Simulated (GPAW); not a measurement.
MgS (Niningerite): single point with PBE

MgS (Niningerite):

```
CELL_PARAMETERS angstrom
0.00000 2.60165 2.60165
2.60165 0.00000 2.60165
2.60165 2.60165 0.00000
ATOMIC_POSITIONS crystal
S 0.50000 0.50000 0.50000
Mg 0.00000 0.00000 0.00000
```

* Program: GPAW 26.7.0
* Task: single point
* Functional: PBE
* Potentials or basis: GPAW PAW data sets (gpaw-data 1.2.1)
* Cutoff: 650 eV
* Basis: pw
* k mesh: 7 × 7 × 7
* Occupations: fermi-dirac, width 0.05 eV
* Spin: no spin polarisation

```yaml
Pressure: 1.0 GPa
Band_gap_on_the_k_mesh: 3.01 eV, indirect (least direct gap 3.72 eV)
```

Levels at points of the mesh, in eV from the valence-band top:
| k point | band 6 | band 7 | band 8 | band 9 | band 10 | band 11 |
| --- | --- | --- | --- | --- | --- | --- |
| (0.00, 0.00, 0.00) | 0.00 | 0.00 | 0.00 | 3.72 | 7.92 | 7.92 |

It took 9.3 s on 1 thread of Arm Neoverse V2, on a shared host, peak memory 0.15 GiB.

Caveat: the cutoff is short for stress and forces, so pressures can be off by a GPa or more; an odd mesh through Γ misses points on the zone boundary, where band edges often lie.
